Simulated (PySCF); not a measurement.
Propanoic acid, C3H6O2.
Cartesian coordinates in Å at the PBE0-D3(BJ)/def2-TZVP level; atoms count from 1:
```
atom  x, y, z in Å
C1    -1.3227    0.1971    0.7863
C2    -0.0367   -0.5266    0.4485
C3     0.8755    0.2767   -0.4323
O4     0.7083    1.4171   -0.7682
O5     1.9512   -0.4372   -0.8141
H6    -1.9127   -0.3837    1.4971
H7    -1.1155    1.1742    1.2238
H8    -1.9271    0.3614   -0.1070
H9    -0.2219   -1.4823   -0.0503
H10    0.5323   -0.7759    1.3506
H11    2.4908    0.1507   -1.3609
```

Linear response at PBE0/aug-cc-pVTZ (PySCF, frozen core in the response, non-relativistic). Geometry: PBE0-D3(BJ)/def2-TZVP, one conformer, isolated molecule.

Static isotropic polarisability: 45.76 au (6.78 Å³), principal values 36.5, 47.7, 53.1 au.

Problem. What is the polarisability at 1064 nm and at the sodium D line?

Solution. 46.07 au at 1064 nm (+0.7 %), 46.79 au at 589.3 nm (+2.2 %). The rise at 589.3 nm is 3.34 times that at 1064 nm; a pure ω² law gives 3.26. The lowest singlet lies at 208 nm, shorter than both wavelengths.

Problem. What is the isotropic C6 coefficient between two such molecules, C6 = (3/π)∫α(iω)² dω?

Solution. 973.5 au (Eh·bohr⁶) by a ten-point quadrature over imaginary frequencies, which is 582 eV·Å⁶ or 56.1 J·nm⁶/mol.

Problem. Which effective excitation energy ω̄ makes London's formula C6 = (3/4)α²ω̄ exact here?

Solution. ω̄ = 4·C6/(3α²) = 0.620 Eh = 16.9 eV. A one-pole form α(ω) = α/(1 − ω²/ω̄²) fitted to the 1064 nm value gives 14.3 eV.

Problem. What three-body coefficient follows from the one-pole estimate C9 = (3/4)·α·C6?

Solution. 33400 au. This is an estimate from the two numbers above, not a computed integral.

Problem. How many electrons N does the Slater–Kirkwood formula C6 = (3/4)·√N·α^(3/2) need to give this C6?

Solution. N = (4·C6/3)²/α³ = 17.6; the species has 40 electrons in all.

Problem. What does −C6/R⁶ come to at R = 10 Å between centres?

Solution. -56 J/mol. This is the leading, orientation-averaged term; C8 and higher terms are left out.

Problem. The lowest 10 singlets have (eV, f): 5.95, 0.000; 6.92, 0.043; 7.44, 0.004; 7.88, 0.001; 7.91, 0.002; 8.03, 0.003; 8.31, 0.002; 8.51, 0.097; 8.66, 0.004; 8.74, 0.007. What share of the static polarisability do they carry in the sum over states α = Σ f/ω²?

Solution. 1.93 au, 4.2 % of α; the largest term, 0.99 au, is that of the state at 8.51 eV. Their oscillator strengths add up to 0.16. Higher states carry the rest.
